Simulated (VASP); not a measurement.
All values below come from LDA (Ceperley-Alder, Perdew-Zunger), VASP's LDA PAW potentials (set 64) (plane waves; VASP 6.6.1).

A VASP calculation is set up with these files.

### INCAR
```
! general
SYSTEM   =  LaAlO3
PREC     =  Accurate
ENCUT    =  520
LREAL    =  F
LASPH    =  T   ! aspherical one-centre terms

! electronic loop
EDIFF    =  1E-7
NELM     =  100   ! most electronic steps
ALGO     =  Normal   ! blocked Davidson
LMAXMIX  =  6

! smearing
ISMEAR   =  0   ! Gaussian
SIGMA    =  0.05   ! width (eV)

! ions
ISIF     =  2

! output
LWAVE    =  F
LCHARG   =  F
```

### POSCAR
```
LaAlO3
7.5571430
  0.5000000116   0.0000000000   0.0000000000
  0.0000000000   0.5000000116   0.0000000000
  0.0000000000   0.0000000000   0.5000000116
La Al O
1 1 3
Cartesian
  0.0000000000   0.0000000000   0.0000000000
  0.2500000058   0.2500000058   0.2500000058
  0.2500000058   0.0000000000   0.2500000058
  0.0000000000   0.2500000058   0.2500000058
  0.2500000058   0.2500000058   0.0000000000
```

### KPOINTS
```
Automatic mesh
0
Gamma
6 6 6
0 0 0
```

POTCAR, in this order: La Al O (LDA.64 set). Program: vasp_std.

Output of the run:

**OUTCAR**
```
 ion  position               nearest neighbor table
   1  0.000  0.000  0.000-   3 2.67   4 2.67   5 2.67   3 2.67   4 2.67   4 2.67   5 2.67   4 2.67
                             3 2.67   5 2.67   3 2.67   5 2.67   2 3.27   2 3.27   2 3.27   2 3.27
   2  0.500  0.500  0.500-   3 1.89   4 1.89   5 1.89   5 1.89   3 1.89   4 1.89   1 3.27   1 3.27
                             1 3.27   1 3.27   1 3.27   1 3.27   1 3.27   1 3.27
   3  0.500  0.000  0.500-   2 1.89   2 1.89   1 2.67   1 2.67   1 2.67   1 2.67
   4  0.000  0.500  0.500-   2 1.89   2 1.89   1 2.67   1 2.67   1 2.67   1 2.67
   5  0.500  0.500  0.000-   2 1.89   2 1.89   1 2.67   1 2.67   1 2.67   1 2.67
  LATTYP: Found a simple cubic cell.
 ALAT       =     3.7785715879
 Subroutine PRICEL returns:
 Original cell was already a primitive cell.
 Subroutine GETGRP returns: Found 48 space group operations
The static configuration has the point symmetry O_h .
The dynamic configuration has the point symmetry O_h .
 Subroutine INISYM returns: Found 48 space group operations
 Subroutine IBZKPT returns following result:
 Found     20 irreducible k-points:

 Following reciprocal coordinates:
            Coordinates               Weight
  0.000000  0.000000  0.000000      1.000000
  0.166667  0.000000  0.000000      6.000000
  0.333333  0.000000  0.000000      6.000000
  0.500000  0.000000  0.000000      3.000000
  0.166667  0.166667  0.000000     12.000000
  0.333333  0.166667  0.000000     24.000000
  0.500000  0.166667  0.000000     12.000000
  0.333333  0.333333  0.000000     12.000000
  0.500000  0.333333  0.000000     12.000000
  0.500000  0.500000  0.000000      3.000000
  0.166667  0.166667  0.166667      8.000000
  0.333333  0.166667  0.166667     24.000000
  0.500000  0.166667  0.166667     12.000000
  0.333333  0.333333  0.166667     24.000000
  0.500000  0.333333  0.166667     24.000000
  0.500000  0.500000  0.166667      6.000000
  0.333333  0.333333  0.333333      8.000000
  0.500000  0.333333  0.333333     12.000000
  0.500000  0.500000  0.333333      6.000000
...
```

File OSZICAR:
```
       N       E                     dE             d eps       ncg     rms          rms(c)
DAV:   1     0.307452109950E+03    0.30745E+03   -0.13997E+04   864   0.246E+03
DAV:   2     0.361662555856E+02   -0.27129E+03   -0.24589E+03   976   0.372E+02
DAV:   3    -0.425402693774E+02   -0.78707E+02   -0.75562E+02  1224   0.206E+02
DAV:   4    -0.484156189406E+02   -0.58753E+01   -0.58501E+01  1308   0.528E+01
DAV:   5    -0.487397856874E+02   -0.32417E+00   -0.32400E+00  1224   0.108E+01    0.126E+01
DAV:   6    -0.444491425708E+02    0.42906E+01   -0.29655E+01  1184   0.343E+01    0.507E+00
DAV:   7    -0.444188176108E+02    0.30325E-01   -0.12559E+00  1352   0.100E+01    0.248E+00
DAV:   8    -0.443745877375E+02    0.44230E-01   -0.13058E-01  1268   0.363E+00    0.464E-01
DAV:   9    -0.443708431745E+02    0.37446E-02   -0.23226E-02  1328   0.113E+00    0.152E-01
DAV:  10    -0.443709641437E+02   -0.12097E-03   -0.12460E-03  1212   0.243E-01    0.413E-02
DAV:  11    -0.443709717685E+02   -0.76248E-05   -0.83979E-05  1376   0.775E-02    0.184E-02
DAV:  12    -0.443709695582E+02    0.22103E-05   -0.23512E-05  1276   0.449E-02    0.370E-03
DAV:  13    -0.443709695886E+02   -0.30380E-07   -0.10306E-06  1080   0.838E-03    0.775E-04
DAV:  14    -0.443709695864E+02    0.22069E-08   -0.38772E-08   636   0.233E-03
   1 F= -.44370970E+02 E0= -.44370970E+02  d E =-.222373E-18
```

**OUTCAR**
```
------------------------ aborting loop because EDIFF is reached ----------------------------------------
  FORCE on cell =-STRESS in cart. coord.  units (eV):
  Direction    XX          YY          ZZ          XY          YZ          ZX
  --------------------------------------------------------------------------------------
  Total       -2.1520529     -2.1520529     -2.1520529      0.0000000      0.0000000     -0.0000000
  in kB      -63.9117268    -63.9117268    -63.9117268      0.0000000      0.0000000     -0.0000000
  external PRESSURE =     -63.9117268 kB  Pullay stress =       0.0000000 kB
  volume of cell :       53.95
      direct lattice vectors                 reciprocal lattice vectors
     3.778571588  0.000000000  0.000000000     0.264650272  0.000000000  0.000000000
     0.000000000  3.778571588  0.000000000     0.000000000  0.264650272  0.000000000
     0.000000000  0.000000000  3.778571588     0.000000000  0.000000000  0.264650272
 POSITION                                       TOTAL-FORCE (eV/Angst)
 -----------------------------------------------------------------------------------
      0.00000      0.00000      0.00000         0.000000      0.000000      0.000000
      1.88929      1.88929      1.88929         0.000000      0.000000      0.000000
      1.88929      0.00000      1.88929         0.000000      0.000000      0.000000
      0.00000      1.88929      1.88929         0.000000      0.000000      0.000000
      1.88929      1.88929      0.00000         0.000000      0.000000      0.000000
 -----------------------------------------------------------------------------------
    total drift:                                0.000000      0.000000      0.000000
  FREE ENERGIE OF THE ION-ELECTRON SYSTEM (eV)
  ---------------------------------------------------
  free  energy   TOTEN  =       -44.3709695864 eV

  energy  without entropy=      -44.3709695864  energy(sigma->0) =      -44.37096959
```
(Selected blocks of OUTCAR.)

The compound is LaAlO3 in the cubic perovskite structure, the ideal cubic form; the compound distorts at low or room temperature. This cell is one point of a volume scan, at 1.03 of the reference volume.
